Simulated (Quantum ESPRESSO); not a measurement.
Runs of Quantum ESPRESSO 7.5 on NiO. It takes space group Fm-3m (No. 225, cubic). Conventional cell: a = 4.172 Å, b = 4.172 Å, c = 4.172 Å, α = 90.00°, β = 90.00°, γ = 90.00°. Ni (site symmetry m-3m) has 6 O at 2.09 Å as nearest neighbours. O (site symmetry m-3m) is surrounded by 6 Ni at 2.09 Å. 

```csv
level,U,gap on the mesh (eV),pressure (GPa),moment (μB)
PBEsol+U,Ni d U = 3 eV,(b),0.0,2.00
PBEsol+U,Ni d U = 6 eV,(a),0.1,2.00
PBEsol+U,Ni d U = 1 eV,none,-0.9,0.17
PBEsol,-,none,-0.1,0.00
PBEsol+U,Ni d U = 8 eV,2.14,0.2,2.00
PBEsol+U,Ni d U = 5 eV,1.52,0.1,2.00
PBEsol+U,Ni d U = 4 eV,1.03,0.1,2.00
```

Alike in all rows: task relaxation of cell and atoms; potentials or basis GBRV 1.5 PBEsol; spin collinear, ferromagnetic start; cell relaxed to 0.3 kbar; k mesh 6 × 6 × 6; cutoff (eV) 612; smearing fermi-dirac 0.05 eV; the mesh is coarse, so values aren't converged.

Task: Estimate the missing entries.

Result: (a) 2.01; (b) 0.53.

Caveats: all runs use coarse meshes; a cell with one magnetic atom can't hold antiferromagnetic order, which such compounds often take (some runs); semilocal functionals often make such compounds metallic where correlation or magnetic order opens a gap, which also shifts bond lengths (some runs).

A k mesh can miss the band edges.

A gap of «none» marks a metal or a gap under the smearing width.
